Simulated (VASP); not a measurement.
A run of VASP 6.6.1 is set up as follows.

File POSCAR:

```
SiO2
1.0
    4.1922600000      0.0000000000      0.0000000000
    0.0000000000      4.1922600000      0.0000000000
    0.0000000000      0.0000000000      2.6825200000
Si O
2 4
Direct
    0.0000000000      0.0000000000      0.0000000000
    0.5000000000      0.5000000000      0.5000000000
    0.3058400000      0.3058400000      0.0000000000
    0.1941600000      0.8058400000      0.5000000000
    0.6941600000      0.6941600000      1.0000000000
    0.8058400000      0.1941600000      0.5000000000
```

Contents of INCAR.step1:

```
PREC     = Accurate       # precision mode
ENCUT    = 520            # plane-wave cutoff, eV
EDIFF    = 1E-5           # SCF threshold, eV
ISMEAR   = 0              # smearing method
SIGMA    = 0.02           # smearing width, eV
LREAL    = False          # projectors in reciprocal space
LASPH    = True           # aspherical terms in the spheres
NELM     = 100            # most SCF steps
ALGO     = Normal         # electronic algorithm
ISIF     = 2              # what is computed and relaxed
LWAVE    = True           # write WAVECAR
LCHARG   = False          # write CHGCAR
NBANDS   = 25             # bands
GGA      = PE             # functional
```

File INCAR.step2:

```
PREC     = Accurate       # precision mode
ENCUT    = 520            # plane-wave cutoff, eV
EDIFF    = 1E-6           # SCF threshold, eV
ISMEAR   = 0              # smearing method
SIGMA    = 0.02           # smearing width, eV
LREAL    = False          # projectors in reciprocal space
LASPH    = True           # aspherical terms in the spheres
NELM     = 100            # most SCF steps
ALGO     = Normal         # electronic algorithm
ISIF     = 2              # what is computed and relaxed
LWAVE    = False          # write WAVECAR
LCHARG   = False          # write CHGCAR
GGA      = PE             # functional
LHFCALC  = True           # exact exchange
AEXX     = 0.25           # exact-exchange fraction
PRECFOCK = Fast         
NBANDS   = 25             # bands
ISTART   = 1
```

Contents of KPOINTS:

```
regular mesh
0
Gamma
  4 4 6
```

Potentials or basis: VASP PAW PBE potentials, release 64 (Si, O).

The run is started by

```bash
$ cat potpaw_PBE.64/Si/POTCAR potpaw_PBE.64/O/POTCAR > POTCAR
$ cp INCAR.step1 INCAR
$ mpirun -np 1 vasp_std > vasp.out
$ cp INCAR.step2 INCAR
$ mpirun -np 1 vasp_std > vasp.out
```

(1) Estimate the band gap on the k mesh.

(2) Estimate the largest force.

(3) What does it give for the pressure?

## Answers

(1) 8.24 eV, direct.

(2) 0.131 eV/Å.

(3) -5.1 GPa.

Caveat: the PAW data sets were made with another functional, which shifts forces and pressure a little.
